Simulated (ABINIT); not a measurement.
The system is PtSe2 (Sudovikovite).

```
CELL_PARAMETERS angstrom
3.72400 0.00000 0.00000
-1.86200 3.22508 0.00000
0.00000 0.00000 5.06200
ATOMIC_POSITIONS crystal
Pt 0.00000 0.00000 0.00000
Se 0.66667 0.33333 0.75000
Se 0.33333 0.66667 0.25000
```

Base run:

```yaml
Program: ABINIT 10.8.3 (patched build)
Functional: PBE
Potentials_or_basis: PseudoDojo NC SR PBE v0.5 standard
Cutoff: 1061 eV
k_mesh: 6 × 6 × 4
Occupations: fermi-dirac, width 0.05 eV
Spin: no spin polarisation
```

Its results: band gap on the k mesh none (metal or under the smearing width); pressure 6.7 GPa; largest force 0.574 eV/Å.

Task: The run is repeated on the same cell with these changes: potentials or basis from PseudoDojo NC SR PBE v0.5 standard to Ansatz PAW PBE default generated set, frozen core; cutoff from 1061 eV to 419 eV. What comes out?

Result: Band gap on the k mesh none (metal or under the smearing width); pressure 7.3 GPa; largest force 0.578 eV/Å.

Not every run made on this cell is shown here.
